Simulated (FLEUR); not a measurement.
A run of FLEUR MaX-R8.1 (later development tree) is set up as follows.

Contents of inp.xml:

```xml
<?xml version="1.0" encoding="UTF-8" standalone="no"?>
<fleurInput fleurInputVersion="0.39">
   <comment>
      Au                                                                                                  
   </comment>
   <calculationSetup>
      <cutoffs Kmax="4.1" Gmax="12.7" GmaxXC="12.7" numbands="0"/>
      <scfLoop itmax="60" minDistance="0.00001" maxIterBroyd="15" imix="Anderson" alpha="0.05" precondParam="0.0" spinf="2.0" sdNocoIR="T"/>
      <coreElectrons ctail="T" frcor="F" kcrel="0" coretail_lmax="0"/>
      <xcFunctional name="vwn" relativisticCorrections="F"/>
      <magnetism jspins="1"/>
      <soc l_soc="F" theta="0.0" phi="0.0" spav="F"/>
      <expertModes spex="0" secvar="F"/>
      <geometryOptimization l_f="F" forcealpha="1.0" forcemix="BFGS" epsdisp="0.00001" epsforce="0.00001"/>
      <ldaU l_linMix="F" mixParam="0.05" spinf="1.0"/>
   </calculationSetup>
   <cell>
      <bzIntegration valenceElectrons="38.0" mode="hist" fermiSmearingEnergy="0.00183747">
         <kPointListSelection listName="default-1"/>
         <!-- k-points included here -->
         <xi:include xmlns:xi="http://www.w3.org/2001/XInclude" href="kpts.xml"> </xi:include>
      </bzIntegration>
      <!-- symmetry operations included here -->
      <xi:include xmlns:xi="http://www.w3.org/2001/XInclude" href="sym.xml"> </xi:include>
      <bulkLattice scale="1.0">
         <bravaisMatrix>
            <row-1>    5.3205032262390715     0.0000000000000000     0.0000000000000000</row-1>
            <row-2>   -0.0244820574901856     5.3293670448300725     0.0000000000000000</row-2>
            <row-3>   -2.1503035688985142    -2.2401020600660835     9.3050379566240231</row-3>
         </bravaisMatrix>
      </bulkLattice>
   </cell>
   <atomSpecies>
      <species name="Gold (Au)" element="Au" atomicNumber="79">
         <mtSphere radius="2.39" gridPoints="791" logIncrement="0.017"/>
         <atomicCutoffs lmax="10" lnonsphr="10"/>
         <electronConfig flipSpins="F">
            <coreConfig>(1s1/2) (2s1/2) (2p1/2) (2p3/2) (3s1/2) (3p1/2) (3p3/2) (4s1/2) (3d3/2) (3d5/2) (4p1/2) (4p3/2) (4d3/2) (4d5/2) (4f5/2) (4f7/2)</coreConfig>
            <valenceConfig>(5s1/2) (5p1/2) (5p3/2) (6s1/2) (5d3/2) (5d5/2)</valenceConfig>
            <stateOccupation state="(6s1/2)" spinUp="0.500000" spinDown="0.500000"/>
         </electronConfig>
         <energyParameters s="6" p="6" d="5" f="5"/>
         <lo type="SCLO" l="0" n="5" eDeriv="0"/>
         <lo type="SCLO" l="1" n="5" eDeriv="0"/>
         <lo type="SCLO" l="1" n="5" eDeriv="1"/>
         <lo type="SCLO" l="2" n="5" eDeriv="2"/>
         <lo type="SCLO" l="3" n="5" eDeriv="2"/>
      </species>
   </atomSpecies>
   <atomGroups>
      <atomGroup species="Gold (Au)">
         <relPos label="                   1">-.3271380000 -.3340380000 .2740550000</relPos>
         <relPos label="                   2">.3271380000 .3340380000 -.2740550000</relPos>
         <force calculate="T" relaxXYZ="TTT"/>
      </atomGroup>
   </atomGroups>
   <output dos="F" band="F" slice="F">
      <checks vchk="F" cdinf="F"/>
      <bandDOS minEnergy="-.5*Htr" maxEnergy="0.5*Htr" sigma="0.015" storeEVData="T"/>
      <vacuumDOS vacdos="F" integ="F" star="F" nstars="0" locx1="0.0" locy1="0.0" locx2="0.0" locy2="0.0" nstm="0" tworkf="0.0"/>
      <unfoldingBand unfoldBand="F" supercellX="1" supercellY="1" supercellZ="1"/>
      <plotting iplot="0" polar="F">
         <plot TwoD="T" vec1="  1.0  0.0  0.0" vec2="  0.0  1.0  0.0" vec3="  0.0  0.0  1.0" zero="  0.0  0.0  0.0" file="plot"/>
      </plotting>
      <chargeDensitySlicing numkpt="0" minEigenval="0.0" maxEigenval="0.0" nnne="0" pallst="F"/>
      <specialOutput eonly="F"/>
      <moessbauerParams electricFieldGradient="T" isomerShift="T" coreHyperfine="T" valenceHyperfine="T"/>
      <magneticCircularDichroism mcd="F" energyLo="-10.0" energyUp="0.0"/>
   </output>
  <!-- We include the file relax.xml here to enable relaxations (see documentation) -->
  <xi:include xmlns:xi="http://www.w3.org/2001/XInclude" href="relax.xml"> <xi:fallback/> </xi:include>
</fleurInput>
```

crystal.txt

```
Au
&input cartesian=F /
2.8154890579  0.0000000000  0.0000000000
-0.0129553469  2.8201795887  0.0000000000
-1.1378916452  -1.1854109603  4.9240140333
1.8897261246
1.0 1.0 1.0

2
79 0.6728620000  0.6659620000  0.2740550000
79 0.3271380000  0.3340380000  0.7259450000

&kpt div1=10 div2=10 div3=6 gamma=T /
```

File inp.xml (bands):

```
<?xml version="1.0" encoding="UTF-8" standalone="no"?>
<fleurInput fleurInputVersion="0.39">
   <comment>
      Au                                                                                                  
   </comment>
   <calculationSetup>
      <cutoffs Kmax="4.1" Gmax="12.7" GmaxXC="12.7" numbands="0"/>
      <scfLoop itmax="60" minDistance="0.00001" maxIterBroyd="15" imix="Anderson" alpha="0.05" precondParam="0.0" spinf="2.0" sdNocoIR="T"/>
      <coreElectrons ctail="T" frcor="F" kcrel="0" coretail_lmax="0"/>
      <xcFunctional name="vwn" relativisticCorrections="F"/>
      <magnetism jspins="1"/>
      <soc l_soc="F" theta="0.0" phi="0.0" spav="F"/>
      <expertModes spex="0" secvar="F"/>
      <geometryOptimization l_f="F" forcealpha="1.0" forcemix="BFGS" epsdisp="0.00001" epsforce="0.00001"/>
      <ldaU l_linMix="F" mixParam="0.05" spinf="1.0"/>
   </calculationSetup>
   <cell>
      <bzIntegration valenceElectrons="38.0" mode="hist" fermiSmearingEnergy="0.00183747">
         <kPointListSelection listName="path-1"/>
         <!-- k-points included here -->
         <xi:include xmlns:xi="http://www.w3.org/2001/XInclude" href="kpts.xml"> </xi:include>
      </bzIntegration>
      <!-- symmetry operations included here -->
      <xi:include xmlns:xi="http://www.w3.org/2001/XInclude" href="sym.xml"> </xi:include>
      <bulkLattice scale="1.0">
         <bravaisMatrix>
            <row-1>    5.3205032262390715     0.0000000000000000     0.0000000000000000</row-1>
            <row-2>   -0.0244820574901856     5.3293670448300725     0.0000000000000000</row-2>
            <row-3>   -2.1503035688985142    -2.2401020600660835     9.3050379566240231</row-3>
         </bravaisMatrix>
      </bulkLattice>
   </cell>
   <atomSpecies>
      <species name="Gold (Au)" element="Au" atomicNumber="79">
         <mtSphere radius="2.39" gridPoints="791" logIncrement="0.017"/>
         <atomicCutoffs lmax="10" lnonsphr="10"/>
         <electronConfig flipSpins="F">
            <coreConfig>(1s1/2) (2s1/2) (2p1/2) (2p3/2) (3s1/2) (3p1/2) (3p3/2) (4s1/2) (3d3/2) (3d5/2) (4p1/2) (4p3/2) (4d3/2) (4d5/2) (4f5/2) (4f7/2)</coreConfig>
            <valenceConfig>(5s1/2) (5p1/2) (5p3/2) (6s1/2) (5d3/2) (5d5/2)</valenceConfig>
            <stateOccupation state="(6s1/2)" spinUp="0.500000" spinDown="0.500000"/>
         </electronConfig>
         <energyParameters s="6" p="6" d="5" f="5"/>
         <lo type="SCLO" l="0" n="5" eDeriv="0"/>
         <lo type="SCLO" l="1" n="5" eDeriv="0"/>
         <lo type="SCLO" l="1" n="5" eDeriv="1"/>
         <lo type="SCLO" l="2" n="5" eDeriv="2"/>
         <lo type="SCLO" l="3" n="5" eDeriv="2"/>
      </species>
   </atomSpecies>
   <atomGroups>
      <atomGroup species="Gold (Au)">
         <relPos label="                   1">-.3271380000 -.3340380000 .2740550000</relPos>
         <relPos label="                   2">.3271380000 .3340380000 -.2740550000</relPos>
         <force calculate="T" relaxXYZ="TTT"/>
      </atomGroup>
   </atomGroups>
   <output dos="F" band="T" slice="F">
      <checks vchk="F" cdinf="F"/>
      <bandDOS minEnergy="-.5*Htr" maxEnergy="0.5*Htr" sigma="0.015" storeEVData="T"/>
      <vacuumDOS vacdos="F" integ="F" star="F" nstars="0" locx1="0.0" locy1="0.0" locx2="0.0" locy2="0.0" nstm="0" tworkf="0.0"/>
      <unfoldingBand unfoldBand="F" supercellX="1" supercellY="1" supercellZ="1"/>
      <plotting iplot="0" polar="F">
         <plot TwoD="T" vec1="  1.0  0.0  0.0" vec2="  0.0  1.0  0.0" vec3="  0.0  0.0  1.0" zero="  0.0  0.0  0.0" file="plot"/>
      </plotting>
      <chargeDensitySlicing numkpt="0" minEigenval="0.0" maxEigenval="0.0" nnne="0" pallst="F"/>
      <specialOutput eonly="F"/>
      <moessbauerParams electricFieldGradient="T" isomerShift="T" coreHyperfine="T" valenceHyperfine="T"/>
      <magneticCircularDichroism mcd="F" energyLo="-10.0" energyUp="0.0"/>
   </output>
  <!-- We include the file relax.xml here to enable relaxations (see documentation) -->
  <xi:include xmlns:xi="http://www.w3.org/2001/XInclude" href="relax.xml"> <xi:fallback/> </xi:include>
</fleurInput>
```

Potentials or basis: all-electron, FLAPW.

Command:

```bash
$ inpgen -f crystal.txt -profile fastHighL
$ # inp.xml edited to the form shown
$ fleur_MPI
$ fleur_MPI   # second run, on inp.xml (bands)
```

**Question.** Predict the band gap along the path.

**Answer.** None (metal or under the smearing width).

Core levels (eV from the Fermi level):
```csv
atom,levels
1 Au,"1s1/2 -80589.5, 2s1/2 -14206.7, 2p1/2 -13625.8, 2p3/2 -11791.8, 3s1/2 -3350.1, 3p1/2 -3088.6, 3p3/2 -2684.0, 4s1/2 -724.0, 3d3/2 -2249.1, 3d5/2 -2162.0, 4p1/2 -612.5, 4p3/2 -515.3, 4d3/2 -332.8, 4d5/2 -314.6, 4f5/2 -80.3, 4f7/2 -76.5"
2 Au,"1s1/2 -80589.5, 2s1/2 -14206.7, 2p1/2 -13625.8, 2p3/2 -11791.8, 3s1/2 -3350.1, 3p1/2 -3088.6, 3p3/2 -2684.0, 4s1/2 -724.0, 3d3/2 -2249.1, 3d5/2 -2162.0, 4p1/2 -612.5, 4p3/2 -515.3, 4d3/2 -332.8, 4d5/2 -314.6, 4f5/2 -80.3, 4f7/2 -76.5"
```

Caveat: spin-orbit coupling is left out, which moves the levels of the heavy elements.
